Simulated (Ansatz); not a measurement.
Something may be wrong with this Ansatz 0.2.0 calculation of SnTe.

File input.yaml:

```yaml
crystal:
  lattice:
    - [0.0, 3.15085, 3.15085]
    - [3.15085, 0.0, 3.15085]
    - [3.15085, 3.15085, 0.0]
  atoms:
    - { symbol: Te, position: [0.5, 0.5, 0.5] }
    - { symbol: Sn, position: [0.0, 0.0, 0.0] }
hamiltonian:
  xc: pbesol
  pseudopotentials: { kind: nc_fr, accuracy: standard, xc_functional: pbesol }
magnetization:
  noncollinear: true
  spin_orbit: true
kpoints:
  mp_grid: { grid: [0, 7, 7] }
scf:
  occupations: { method: gaussian, width: 0.15 }
  max_iter: 50
output:
  forces: true
  stress: true
  eigenvalues: true
```

Potentials or basis: PseudoDojo PBEsol.

Run with:

```console
$ ansatz run input.yaml --threads 1 --pin off --max-ram 2560MiB --backend cpu --events-out ev --progress --plain --runs-dir out
```

Output:

```text
Error: invalid value for `kpoints.mp_grid.grid`: each dimension must be in 1..=255
```

Problem. Diagnose the run.

Solution. The program refused the input. The input holds a flaw that was put in on purpose: a mesh with a zero or a mesh and a spacing (kpoints.mp_grid.grid = [0, 7, 7]).
